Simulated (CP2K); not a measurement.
Runs of CP2K 2026.2 on Rh. It takes space group Fm-3m (No. 225, cubic). The conventional cell has a = 3.796 Å, b = 3.796 Å, c = 3.796 Å, α = 90.00°, β = 90.00°, γ = 90.00°. Around Rh (site symmetry m-3m) lie 12 Rh at 2.68 Å. 

```tsv
level	potentials or basis	smearing	EPS_DEFAULT	NGRIDS	basis sets	potentials	points a segment of the path (NPOINTS)	gap on the mesh (eV)	pressure (GPa)
PBEsol	POTENTIAL_UZH Rh GTH-PBE-q17; TZVP-MOLOPT-PBE-GTH basis	fermi-dirac 0.0259 eV	1.0E-9	5	Rh TZVP-MOLOPT-PBE-GTH-q17	Rh GTH-PBE-q17 of POTENTIAL_UZH	8	none	-1.2
TB-mBJ	POTENTIAL_UZH Rh GTH-PBE-q17; TZVP-MOLOPT-PBE-GTH basis	fermi-dirac 0.01 eV	1.0E-10	5	Rh TZVP-MOLOPT-PBE-GTH-q17	Rh GTH-PBE-q17 of POTENTIAL_UZH	6	none	-
r2SCAN	POTENTIAL_UZH Rh GTH-SCAN-q17; TZVP-MOLOPT-SCAN-GTH basis	fermi-dirac 0.01 eV	1.0E-9	4	Rh TZVP-MOLOPT-SCAN-GTH-q17	Rh GTH-SCAN-q17 of POTENTIAL_UZH	8	none	(a)
LDA	GTH_POTENTIALS Rh GTH-PADE-q17; TZVP-MOLOPT-PBE-GTH basis	fermi-dirac 0.0259 eV	1.0E-9	5	Rh TZVP-MOLOPT-PBE-GTH-q17	Rh GTH-PADE-q17 of GTH_POTENTIALS	6	none	-15.8
```

Alike in all rows: task band structure; no spin polarisation; cell as given; k mesh 12 × 12 × 12.

Fill in the values left out.

(a) 13.9.

Caveats: the basis of atomic orbitals isn't converged, which shifts pressures, moduli and gaps; the potentials were made for another functional, which shifts forces and pressure (some runs); this is a model potential without an energy functional, so only levels have meaning (some runs); so large a pressure means that the cell lies far from this level's equilibrium, or that cutoff or potentials fall short (some runs).

A k mesh can miss the band edges, and the runs leave out spin-orbit coupling on Rh.

A gap of «none» marks a metal or a gap under the smearing width.

Runs at the PBE level aren't shown here.
